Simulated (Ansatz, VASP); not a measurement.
**One calculation of Si, two programs**

The input POSCAR:

```
Si
1.0
    3.8313174605      0.0000000000      0.0000000000
   -1.9156587303      3.3180182508      0.0000000000
    0.0000000000      0.0000000000      6.3326220002
Si
4
Direct
    0.3333333300      0.6666666700      0.0630095000
    0.6666666700      0.3333333300      0.5630095000
    0.3333333300      0.6666666700      0.4369905000
    0.6666666700      0.3333333300      0.9369905000
```

Contents of INCAR.step1:

```
SYSTEM = Si
PREC = Accurate
ENCUT = 600
ISMEAR = 0
SIGMA = 0.02
LREAL = .FALSE.
LASPH = .TRUE.
NELM = 100
GGA = PE
ALGO = Normal
EDIFF = 1E-4
LWAVE = .TRUE.
LCHARG = .FALSE.
```

The input INCAR.step2:

```
SYSTEM = Si
PREC = Accurate
ENCUT = 600
EDIFF = 1E-6
ISMEAR = 0
SIGMA = 0.02
LREAL = .FALSE.
LASPH = .TRUE.
NELM = 100
ALGO = Normal
ISIF = 3
LWAVE = .FALSE.
LCHARG = .FALSE.
METAGGA = R2SCAN
LMIXTAU = .TRUE.
IBRION = 2
NSW = 100
EDIFFG = -0.005
ISTART = 1
```

KPOINTS

```
regular mesh
0
G
  12 12 6
  0 0 0
```

Input for Ansatz:

```yaml
crystal:
  lattice:
    - [3.8313174605, 0.0, 0.0]
    - [-1.9156587303, 3.3180182508, 0.0]
    - [0.0, 0.0, 6.3326220002]
  atoms:
    - { symbol: Si, position: [0.33333333, 0.66666667, 0.0630095] }
    - { symbol: Si, position: [0.66666667, 0.33333333, 0.5630095] }
    - { symbol: Si, position: [0.33333333, 0.66666667, 0.4369905] }
    - { symbol: Si, position: [0.66666667, 0.33333333, 0.9369905] }
basis:
  ecutwfc: 500
kpoints:
  mp_grid: { grid: [12, 12, 6] }
hamiltonian:
  xc: r2scan
scf:
  occupations: { method: gaussian, width: 0.02 }
output:
  forces: true
  stress: true
  eigenvalues: true
relax:
  adjacent_minimum: "off"
  f_tol: 0.005
  max_steps: 80
  cell: { stress_tol: 0.05 }
```

This isn't the form of Si at room conditions, which is diamond.

Alike in both runs: task relaxation of cell and atoms; functional r2SCAN; k mesh 12 × 12 × 6; occupations gaussian, width 0.02 eV; no spin polarisation.

|  | VASP | Ansatz |
| --- | --- | --- |
| version | VASP 6.6.1 | Ansatz 0.2.0 |
| potentials or method | VASP PAW PBE potentials, release 64 (Si) | scalar-relativistic, plane waves, PAW |
| plane-wave cutoff (eV) | 600 | 500 |
| valence electrons in the cell | 16 | 16 |

```tsv
	VASP	Ansatz	Ansatz less VASP
gap on the k mesh at the Fermi level, each at its own relaxed structure (eV)	0.62	0.61	-0.010
relaxed volume (Å³/atom)	20.11	20.16	+0.047
relaxed cell length with the largest relative difference (Å)	6.336	6.342	+0.0056
```

Caveats: the PAW data sets were made with another functional, which shifts forces and pressure a little (VASP). r2SCAN opens gaps a little over a GGA but as a rule still falls short of measured ones. A k mesh can miss the band edges.
